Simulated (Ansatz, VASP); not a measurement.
SiO2: VASP beside Ansatz

INCAR

```
SYSTEM = SiO2
ALGO = Normal
EDIFF = 1E-6
ENCUT = 520
ISIF = 2
ISMEAR = 0
LASPH = .TRUE.
LCHARG = .FALSE.
LREAL = .FALSE.
LWAVE = .FALSE.
NBANDS = 34
NELM = 60
PREC = Accurate
SIGMA = 0.02
```

File KPOINTS:

```
k-points
0
G
  6 6 4
  0 0 0
```

The input POSCAR:

```
SiO2
1.0
    4.8581608926      0.0000000000      0.0000000000
   -2.4290804463      4.2072907486      0.0000000000
    0.0000000000      0.0000000000      5.4805706837
Si O
3 6
Direct
    0.0000000000      0.5000000000      0.3333333333
    0.5000000000      0.5000000000      0.6666666667
    0.5000000000      0.0000000000      0.0000000000
    0.6005319773      0.8002659886      0.8333333333
    0.8002659886      0.6005319773      0.5000000000
    0.8002659886      0.1997340114      0.1666666667
    0.3994680227      0.1997340114      0.8333333333
    0.1997340114      0.3994680227      0.5000000000
    0.1997340114      0.8002659886      0.1666666667
```

Input for Ansatz:

```yaml
crystal:
  lattice:
    - [4.8581608926, 0.0, 0.0]
    - [-2.4290804463, 4.2072907486, 0.0]
    - [0.0, 0.0, 5.4805706837]
  atoms:
    - { symbol: Si, position: [0.0, 0.5, 0.3333333333] }
    - { symbol: Si, position: [0.5, 0.5, 0.6666666667] }
    - { symbol: Si, position: [0.5, 0.0, 0.0] }
    - { symbol: O, position: [0.6005319773, 0.8002659886, 0.8333333333] }
    - { symbol: O, position: [0.8002659886, 0.6005319773, 0.5] }
    - { symbol: O, position: [0.8002659886, 0.1997340114, 0.1666666667] }
    - { symbol: O, position: [0.3994680227, 0.1997340114, 0.8333333333] }
    - { symbol: O, position: [0.1997340114, 0.3994680227, 0.5] }
    - { symbol: O, position: [0.1997340114, 0.8002659886, 0.1666666667] }
basis:
  ecutwfc: 420
kpoints:
  mp_grid: { grid: [6, 6, 4] }
  band_path: { path: [VBM, CBM], npoints: 2 }
hamiltonian:
  xc: lda
scf:
  occupations: { method: gaussian, width: 0.02 }
output:
  forces: true
  stress: true
  eigenvalues: true
checkpoint:
  read: start.run
  write: ck
  compress: false
  write_wavefunctions: false
  write_every: 100000
```

Alike in both runs: task single point; functional LDA; k mesh 6 × 6 × 4; occupations gaussian, width 0.02 eV; no spin polarisation.

|  | VASP | Ansatz |
| --- | --- | --- |
| version | VASP 6.6.1 | Ansatz 0.2.0 |
| potentials or method | VASP PAW LDA potentials, release 64 (Si, O) | scalar-relativistic, plane waves, PAW |
| plane-wave cutoff (eV) | 520 | 420 |
| valence electrons in the cell | 48 | 48 |

Ansatz gave:

```
gap on the k mesh at the Fermi level (eV)       : 5.65
least direct gap on the mesh (eV)               : 5.73
pressure (GPa)                                  : 12.0
largest component of the traceless stress (GPa) : 0.03
rms of the force components (eV/Å)              : 0.000
```

Task: What did VASP give for the same quantities?

Result: gap on the k mesh at the Fermi level (eV): 5.64; least direct gap on the mesh (eV): 5.73; pressure (GPa): 12.8; largest component of the traceless stress (GPa): 0.12; rms of the force components (eV/Å): 0.004.

Atom by atom the forces differ by 0.004 eV/Å (rms over components).

A k mesh can miss the band edges. As with any semilocal functional, this LDA gap is likely too small.
